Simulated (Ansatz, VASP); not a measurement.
W in VASP and in Ansatz

INCAR

```
SYSTEM = W
PREC = Accurate
ENCUT = 520
EDIFF = 1E-6
ISMEAR = -1
SIGMA = 0.05
LREAL = .False.
LASPH = .True.
NELM = 80
ALGO = Fast
ISIF = 2
LWAVE = .False.
LCHARG = .False.
GGA = PE
NBANDS = 13
```

The input KPOINTS:

```
regular mesh
0
Gamma
  10 10 10
  0 0 0
```

Contents of POSCAR:

```
W
1.0
   -1.5506981000      1.5506981000      1.5823450000
    1.5506981000     -1.5506981000      1.5823450000
    1.5506981000      1.5506981000     -1.5823450000
W
1
Direct
    0.0000000000      0.0000000000      0.0000000000
```

The input input.yaml:

```yaml
crystal:
  lattice:
    - [-1.5506981, 1.5506981, 1.582345]
    - [1.5506981, -1.5506981, 1.582345]
    - [1.5506981, 1.5506981, -1.582345]
  atoms:
    - { symbol: W, position: [0.0, 0.0, 0.0] }
hamiltonian:
  xc: pbe
  pseudopotentials: { kind: paw }
kpoints:
  mp_grid: { grid: [10, 10, 10] }
  band_path:
    path:
      - [[0.0, 0.0, 0.0], [0.0, 0.0, 0.5], [-0.4802, 0.4802, 0.5], [-0.4901, 0.4901, 0.4901], [0.0, 0.0, 0.0], [0.5, 0.5, -0.5], [0.4901, 0.5099, -0.4901], [0.0, 0.5, 0.0], [0.25, 0.25, 0.25], [0.5, 0.5, -0.4802], [0.5, 0.5, -0.5]]
      - [[0.0, 0.0, 0.5], [0.25, 0.25, 0.25]]
    npoints: 14
scf:
  occupations: { method: fermi_dirac, width: 0.05 }
  n_extra_bands: 6
output:
  forces: true
  stress: true
  eigenvalues: true
  fatbands: false
  write_density: true
  write_potential: true
  elf: true
  volumetric_format: npy
```

Alike in both runs: functional PBE; k mesh 10 × 10 × 10; occupations fermi-dirac, width 0.05 eV; no spin polarisation.

|  | VASP | Ansatz |
| --- | --- | --- |
| version | VASP 6.6.1 | Ansatz 0.2.0 |
| potentials or method | VASP PAW PBE potentials, release 64 (W_sv) | Ansatz PAW |
| plane-wave cutoff (eV) | 520 | 420 |
| valence electrons in the cell | 14 | 14 |
| task | single point | band structure |

|  | VASP | Ansatz | Ansatz less VASP |
| --- | --- | --- | --- |
| gap on the k mesh at the Fermi level (eV) | none | none | - |
| pressure (GPa) | 21.3 | 20.6 | -0.76 |
| largest component of the traceless stress (GPa) | 4.97 | 4.96 | -0.003 |

A gap of «none» marks a metal or a gap that the smearing closes.

Caveats: so large a pressure means that the cell lies far from this level's equilibrium, or that cutoff or potentials fall short (VASP); spin-orbit coupling is left out, which moves the levels of the heavy elements (Ansatz). The runs have no spin-orbit coupling, so splittings on W are missing.
